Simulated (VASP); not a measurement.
# PbS (P-6m2) in VASP: reference runs

Reference runs on PbS: the cell as given and a disturbed copy.

Everything below comes from runs of VASP 6.6.1. Logs are shortened: lines on timing, memory, paths and dates and some standing lists are left out, and cuts for length are marked.

## Step 1: The structure

The structure is hexagonal, space group P-6m2 (No. 187). Conventional cell: a = 4.090 Å, b = 4.090 Å, c = 3.788 Å, α = 90.00°, β = 90.00°, γ = 120.00°. Pb (site symmetry -6m2) is surrounded by 6 S at 3.03 Å. Around S (site symmetry -6m2) lie 6 Pb at 3.03 Å.

Measurements of this composition are mostly on another form, of space group No. 225.

## Step 2: Single point, PBE

Input file INCAR:

```
SYSTEM = PbS
  PREC = Accurate
  ENCUT = 520
  EDIFF = 1E-7
  ISMEAR = -1
  SIGMA = 0.05
  LREAL = .FALSE.
  LASPH = .TRUE.
  NELM = 60
  ALGO = Normal
  ISIF = 2
  LWAVE = .FALSE.
  LCHARG = .TRUE.
  GGA = PE
  LELF = .TRUE.
  LVHAR = .TRUE.
  NBANDS = 17
```

Input file KPOINTS:

```
Automatic mesh
0
G
  8 8 7
  0 0 0
```

Input file POSCAR:

```
PbS
1.0
    4.0896976867      0.0000000000      0.0000000000
   -2.0448488433      3.5417820905      0.0000000000
    0.0000000000      0.0000000000      3.7881670000
Pb S
1 1
Direct
    0.0000000000      0.0000000000      0.0000000000
    0.6666666667      0.3333333333      0.5000000000
```

Potentials or basis: VASP PAW PBE potentials, release 64 (Pb_d, S).

Command:

```sh
cat potpaw_PBE.64/Pb_d/POTCAR potpaw_PBE.64/S/POTCAR > POTCAR
mpirun -np 1 vasp_std > vasp.out
```

OUTCAR:

```text
SYSTEM = PbS
   PREC = Accurate
   ENCUT = 520
   EDIFF = 1E-7
   ISMEAR = -1
   LREAL = .FALSE.
   LASPH = .TRUE.
   NELM = 60
   ISIF = 2
   GGA = PE

 ion  position               nearest neighbor table
   1  0.000  0.000  0.000-   2 3.03   2 3.03   2 3.03   2 3.03   2 3.03   2 3.03
   2  0.667  0.333  0.500-   1 3.03   1 3.03   1 3.03   1 3.03   1 3.03   1 3.03

  LATTYP: Found a hexagonal cell.
 ALAT       =     4.0896976867
 C/A-ratio  =     0.9262706660

  Lattice vectors:

 A1 = (   4.0896976867,   0.0000000000,   0.0000000000)
 A2 = (  -2.0448488433,   3.5417820905,   0.0000000000)
 A3 = (   0.0000000000,   0.0000000000,   3.7881670000)

Analysis of symmetry for initial positions (statically):
=====================================================================
 Subroutine PRICEL returns:
 Original cell was already a primitive cell.

 Routine SETGRP: Setting up the symmetry group for a
 hexagonal supercell.

 Subroutine GETGRP returns: Found 12 space group operations
 (whereof 12 operations were pure point group operations)
 out of a pool of 24 trial point group operations.

The static configuration has the point symmetry D_3h.

Analysis of symmetry for dynamics (positions and initial velocities):
=====================================================================
 Subroutine PRICEL returns:
 Original cell was already a primitive cell.

 Routine SETGRP: Setting up the symmetry group for a
 hexagonal supercell.

 Subroutine GETGRP returns: Found 12 space group operations
 (whereof 12 operations were pure point group operations)
 out of a pool of 24 trial point group operations.

The dynamic configuration has the point symmetry D_3h.

 Subroutine INISYM returns: Found 12 space group operations
 (whereof 12 operations are pure point group operations),
 and found     1 'primitive' translations

----------------------------------------------------------------------------------------

                                     Primitive cell

  volume of cell :      54.8709

  direct lattice vectors                    reciprocal lattice vectors
     4.089697687  0.000000000  0.000000000     0.244516851  0.141171870  0.000000000
    -2.044848843  3.541782090  0.000000000     0.000000000  0.282343740  0.000000000
     0.000000000  0.000000000  3.788167000     0.000000000  0.000000000  0.263979914

  length of vectors
     4.089697687  4.089697687  3.788167000     0.282343740  0.282343740  0.263979914

  position of ions in fractional coordinates (direct lattice)
     0.000000000  0.000000000  0.000000000
     0.666666667  0.333333333  0.500000000

  ion indices of the primitive-cell ions
   primitive index   ion index
                 1           1
                 2           2

----------------------------------------------------------------------------------------

 KPOINTS: Automatic mesh

Automatic generation of k-mesh.
 Grid dimensions read from file:
 generate k-points for:    8    8    7

 Generating k-lattice:

  Cartesian coordinates                     Fractional coordinates (reciprocal lattice)
     0.030564606  0.017646484  0.000000000     0.125000000  0.000000000  0.000000000
     0.000000000  0.035292967  0.000000000     0.000000000  0.125000000  0.000000000
     0.000000000  0.000000000  0.037711416     0.000000000  0.000000000  0.142857143

  Length of vectors
     0.035292967  0.035292967  0.037711416

  Shift w.r.t. Gamma in fractional coordinates (k-lattice)
     0.000000000  0.000000000  0.000000000

 Subroutine IBZKPT returns following result:
 ===========================================

 Found     40 irreducible k-points:

 Following reciprocal coordinates:
            Coordinates               Weight
  0.000000  0.000000  0.000000      1.000000
  0.125000  0.000000  0.000000      6.000000
  0.250000  0.000000  0.000000      6.000000
  0.375000  0.000000  0.000000      6.000000
  0.500000  0.000000  0.000000      3.000000
  0.125000  0.125000  0.000000      6.000000
[... 32 lines left out ...]
  0.250000  0.250000  0.428571     12.000000
  0.375000  0.250000  0.428571     12.000000
   k-points           NKPTS =     40   k-points in BZ     NKDIM =     40   number of bands    NBANDS=     17
   number of dos      NEDOS =    301   number of ions     NIONS =      2
   total plane-waves  NPLWV =  25200
   dimension x,y,z NGX =    30 NGY =   30 NGZ =   28
   dimension x,y,z NGXF=    60 NGYF=   60 NGZF=   56
   ions per type =               1   1
   NGX,Y,Z   is equivalent  to a cutoff of  12.19, 12.19, 12.29 a.u.
   NGXF,Y,Z  is equivalent  to a cutoff of  24.39, 24.39, 24.58 a.u.
 SYSTEM =  PbS
   PREC   = accura    normal or accurate (medium, high low for compatibility)
   ISTART =      0    job   : 0-new  1-cont  2-samecut
   ICHARG =      2    charge: 1-file 2-atom 10-const
   ISPIN  =      1    spin polarized calculation?
   LNONCOLLINEAR =      F non collinear calculations
   LSORBIT =      F    spin-orbit coupling
   LASPH  =      T    aspherical Exc in radial PAW
   ENCUT  =  520.0 eV  38.22 Ry    6.18 a.u.   7.60  7.60  7.04*2*pi/ulx,y,z
   NELM   =     60;   NELMIN=  2; NELMDL= -5     # of ELM steps
   EDIFF  = 0.1E-06   stopping-criterion for ELM
   LREAL  =      F    real-space projection
   EDIFFG = 0.1E-05   stopping-criterion for IOM
   NSW    =      0    number of steps for IOM
   IBRION =     -1    ionic relax: 0-MD 1-quasi-New 2-CG
   NFREE  =      0    steps in history (QN), initial steepest desc. (CG)
   ISIF   =      2    stress and relaxation
   ISYM   =      2    0-nonsym 1-usesym 2-fastsym
   POTIM  = 0.5000    time-step for ionic-motion
   TEBEG  =    0.0;   TEEND  =   0.0 temperature during run
   PSTRESS=    0.0 pullay stress
   NELECT =      20.0000    total number of electrons
   NUPDOWN=      -1.0000    fix difference up-down
   EMIN   =  10.00;   EMAX   =-10.00  energy-range for DOS
   EFERMI =   0.00;   METHOD = LEGACY
   ISMEAR =    -1;   SIGMA  =   0.05  broadening in eV -4-tet -1-fermi 0-gaus
   EFERMI_NEDOS =   21; number of points for ismear=-14 and -15
   IALGO  =     38    algorithm
   IMIX   =      4    mixing-type and parameters
     AMIX     =   0.40;   BMIX     =  1.00
     AMIX_MAG =   1.60;   BMIX_MAG =  1.00
  volume/ion in A,a.u.               =      27.44       185.14
  Fermi-wavevector in a.u.,A,eV,Ry     =   1.169421  2.209885 18.606576  1.367545
  Thomas-Fermi vector in A             =   2.305894
   LORBIT       =      0    0 simple, 1 ext, 2 COOP (PROOUT), +10 PAW based schemes
   GGA     = PE    functional components
[... 5 lines left out ...]
 non-spin polarized calculation
  energy-cutoff  :      520.00
  volume of cell :       54.87
 maximum number of plane-waves:      1502
   NGX = 15   NGY = 15   NGZ = 15

 number of electron      19.9999998 magnetization

 Free energy of the ion-electron system (eV)
  ---------------------------------------------------
  ext. energy  EPLUGINS =         0.00000000
  ---------------------------------------------------
  free energy    TOTEN  =        -8.52326350 eV

  energy without entropy =       -8.52197164  energy(sigma->0) =       -8.52261757

 E-fermi :   5.1818     XC(G=0):  -9.4368

 val. band max:        5.0948563912   @ k =   0.3750   0.2500   0.0000
 cond. band min:       5.3073006604   @ k =   0.3750   0.2500   0.4286
 fundamental gap:      0.2124442693
 Fermi energy:         5.1818009377

 k-point     1 :       0.0000    0.0000    0.0000
  band No.  band energies     occupation
      1     -11.7114      2.00000
      2     -11.6934      2.00000
      3     -11.6934      2.00000
      4     -11.5909      2.00000
      5     -11.5909      2.00000
      6      -7.9645      2.00000
[... 9 lines left out ...]
     16      16.2446      0.00000
     17      16.3305      0.00000

 k-point     2 :       0.1250    0.0000    0.0000
  band No.  band energies     occupation
      1     -11.7079      2.00000
      2     -11.6963      2.00000
      3     -11.6842      2.00000
      4     -11.5956      2.00000
      5     -11.5919      2.00000
      6      -7.8435      2.00000
[... 9 lines left out ...]
     16      15.3818      0.00000
     17      15.9761      0.00000

 k-point     3 :       0.2500    0.0000    0.0000
  band No.  band energies     occupation
      1     -11.7130      2.00000
      2     -11.6899      2.00000
      3     -11.6620      2.00000
      4     -11.6071      2.00000
      5     -11.5944      2.00000
      6      -7.5116      2.00000
[... 9 lines left out ...]
     16      15.7510      0.00000
     17      16.1972      0.00000

 k-point     4 :       0.3750    0.0000    0.0000
  band No.  band energies     occupation
      1     -11.7240      2.00000
      2     -11.6778      2.00000
      3     -11.6394      2.00000
      4     -11.6184      2.00000
      5     -11.5968      2.00000
      6      -7.0932      2.00000
[... 9 lines left out ...]
     16      16.1260      0.00000
     17      16.2290      0.00000
[... 663 lines left out ...]
      1     -11.7156      2.00000
      2     -11.6911      2.00000
      3     -11.6504      2.00000
      4     -11.6334      2.00000
      5     -11.5582      2.00000
      6      -6.2768      2.00000
[... 9 lines left out ...]
     16      17.1322      0.00000
     17      18.2553      0.00000

 k-point    39 :       0.2500    0.2500    0.4286
  band No.  band energies     occupation
      1     -11.7101      2.00000
      2     -11.6784      2.00000
      3     -11.6556      2.00000
      4     -11.6451      2.00000
      5     -11.5597      2.00000
      6      -6.2791      2.00000
[... 9 lines left out ...]
     16      16.7652      0.00000
     17      17.7084      0.00000

 k-point    40 :       0.3750    0.2500    0.4286
  band No.  band energies     occupation
      1     -11.7145      2.00000
      2     -11.6725      2.00000
      3     -11.6604      2.00000
      4     -11.6448      2.00000
      5     -11.5573      2.00000
      6      -6.2012      2.00000
[... 9 lines left out ...]
     16      16.4724      0.00000
     17      17.4593      0.00000

------------------------ aborting loop because EDIFF is reached ----------------------------------------

  FORCE on cell =-STRESS in cart. coord.  units (eV):
  Direction    XX          YY          ZZ          XY          YZ          ZX
  --------------------------------------------------------------------------------------
  -------------------------------------------------------------------------------------
  Total       -0.0159762     -0.0159762     -0.0156171     -0.0000000      0.0000000      0.0000000
  in kB       -0.4664891     -0.4664891     -0.4560036     -0.0000000      0.0000000      0.0000000
  external PRESSURE =      -0.4629940 kB  Pullay stress =       0.0000000 kB

 VOLUME and BASIS-vectors are now :
 -----------------------------------------------------------------------------
  energy-cutoff  :      520.00
  volume of cell :       54.87
      direct lattice vectors                 reciprocal lattice vectors
     4.089697687  0.000000000  0.000000000     0.244516851  0.141171870  0.000000000
    -2.044848843  3.541782090  0.000000000     0.000000000  0.282343740  0.000000000
     0.000000000  0.000000000  3.788167000     0.000000000  0.000000000  0.263979914

 POSITION                                       TOTAL-FORCE (eV/Angst)
 -----------------------------------------------------------------------------------
      0.00000      0.00000      0.00000         0.000000      0.000000      0.000000
      2.04485      1.18059      1.89408        -0.000000      0.000000      0.000000
 -----------------------------------------------------------------------------------
    total drift:                               -0.000000      0.000000      0.000000

  FREE ENERGIE OF THE ION-ELECTRON SYSTEM (eV)
  ---------------------------------------------------
  free  energy   TOTEN  =        -8.5232634960 eV

  energy  without entropy=       -8.5219716443  energy(sigma->0) =       -8.52261757
```

Wall time 30 s (1 thread of Intel Xeon Platinum 8488C (Sapphire Rapids), shared host); peak memory 0.18 GiB.

What came out:

| Item | Value |
| --- | --- |
| Free energy | -8.5233 eV |
| Pressure | 0.0 GPa |
| Band gap on the k mesh | 0.21 eV, indirect (least direct gap 1.65 eV) |

Caveat: spin-orbit coupling is left out, which as a rule narrows the gap of such compounds by several tenths of an eV; an odd mesh through Γ misses points on the zone boundary, where band edges often lie.

## Step 3: Single point, PBE (atoms moved at random, drawn with an rms of 0.05 Å)

Input file INCAR:

```
PREC = Accurate ; ENCUT = 520
EDIFF = 1E-7 ; ISMEAR = -1
SIGMA = 0.05 ; LREAL = False
LASPH = True ; NELM = 60
ALGO = Normal ; ISIF = 2
LWAVE = False ; LCHARG = False
GGA = PE ; NBANDS = 17
```

Input file KPOINTS:

```
Automatic mesh
0
Gamma
  8 8 7
```

Input file POSCAR:

```
PbS
1.0
    4.0896976867      0.0000000000      0.0000000000
   -2.0448488433      3.5417820905      0.0000000000
    0.0000000000      0.0000000000      3.7881670000
Pb S
1 1
Direct
    0.0091440000      0.0031280000     -0.0018180000
    0.6493990000      0.3189090000      0.5043660000
```

Potentials or basis: VASP PAW PBE potentials, release 64 (Pb_d, S).

Command:

```sh
cat potpaw_PBE.64/Pb_d/POTCAR potpaw_PBE.64/S/POTCAR > POTCAR
mpirun -np 1 vasp_std > vasp.out
```

It took 2.1 min on 1 thread of Intel Xeon Platinum 8488C (Sapphire Rapids), shared host; peak memory 0.31 GiB.

Results (log left out):

```yaml
Free_energy: -8.5160 eV
Pressure: 0.1 GPa
Largest_force: 0.161 eV/Å
Band_gap_on_the_k_mesh: 0.11 eV, indirect (least direct gap 1.65 eV)
```

Forces in eV/Å, atoms in the order of the input:
```
Pb  -0.121 -0.104 -0.024
S    0.121  0.104  0.024
```

Stress tensor (GPa, compression positive):
```
 0.04 -0.02 -0.05
-0.02  0.04 -0.04
-0.05 -0.04  0.11
```

Levels at points of the mesh, in eV from the valence-band top:
```csv
k point,band 8,band 9,band 10,band 11,band 12,band 13
"(0.00, 0.00, 0.00)",-2.13,-1.79,-1.51,3.25,3.75,5.30
"(0.50, 0.00, 0.00)",-2.60,-1.53,-1.08,1.87,3.77,5.19
"(0.00, 0.50, 0.00)",-2.69,-1.92,-1.20,2.00,4.11,5.12
"(0.50, 0.50, 0.00)",-2.67,-1.84,-1.18,1.97,4.04,5.03
```

Caveat: spin-orbit coupling is left out, which as a rule narrows the gap of such compounds by several tenths of an eV; an odd mesh through Γ misses points on the zone boundary, where band edges often lie.
